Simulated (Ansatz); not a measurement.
# ZnS (rock salt): the cost of one run

Method: DFT PBEsol, scalar-relativistic, plane waves, PAW, in Ansatz 0.2.0.

## 1. The starting structure

The structure is cubic, space group Fm-3m (No. 225). The conventional cell has a = 5.159 Å, b = 5.159 Å, c = 5.159 Å, α = 90.00°, β = 90.00°, γ = 90.00°. Around Zn (site symmetry m-3m) lie 6 S at 2.58 Å. Around S (site symmetry m-3m) lie 6 Zn at 2.58 Å.

As a file:

```cif
data_structure
_symmetry_space_group_name_H-M 'Fm-3m'
_symmetry_Int_Tables_number 225
_cell_length_a 5.1592
_cell_length_b 5.1592
_cell_length_c 5.1592
_cell_angle_alpha 90.000
_cell_angle_beta 90.000
_cell_angle_gamma 90.000
_cell_volume 137.33
loop_
_atom_site_label
_atom_site_type_symbol
_atom_site_symmetry_multiplicity
_atom_site_Wyckoff_symbol
_atom_site_fract_x
_atom_site_fract_y
_atom_site_fract_z
_atom_site_occupancy
Zn1 Zn 4 a 0.00000 0.00000 0.00000 1
S1 S 4 b 0.50000 0.00000 0.00000 1
```

## 2. Volume × 1.06

The input, input.yaml:

```yaml
crystal:
  lattice:
    - [0.0, 2.5796204407, 2.5796204407]
    - [2.5796204407, 0.0, 2.5796204407]
    - [2.5796204407, 2.5796204407, 0.0]
  atoms:
    - { symbol: Zn, position: [0.0, 0.0, 0.0] }
    - { symbol: S, position: [0.5, 0.5, 0.5] }
scf:
  occupations: { method: gaussian, width: 0.05 }
output:
  forces: true
  stress: true
  eigenvalues: true
  write_density: true
  write_potential: true
  elf: true
  volumetric_format: npy
hamiltonian:
  xc: pbesol
basis:
  ecutwfc: 500
kpoints:
  mp_grid: { grid: [14, 14, 14] }
```

Run with:

```bash
$ ansatz run input.yaml --threads 1 --pin off --max-ram 4096MiB --backend cpu --events-out ev --progress --plain --runs-dir out
```

What time and memory should one allow on 1 thread of AMD EPYC 7R43 (Zen 3), shared host?

About 4.9 s, with a peak of 0.41 GiB.
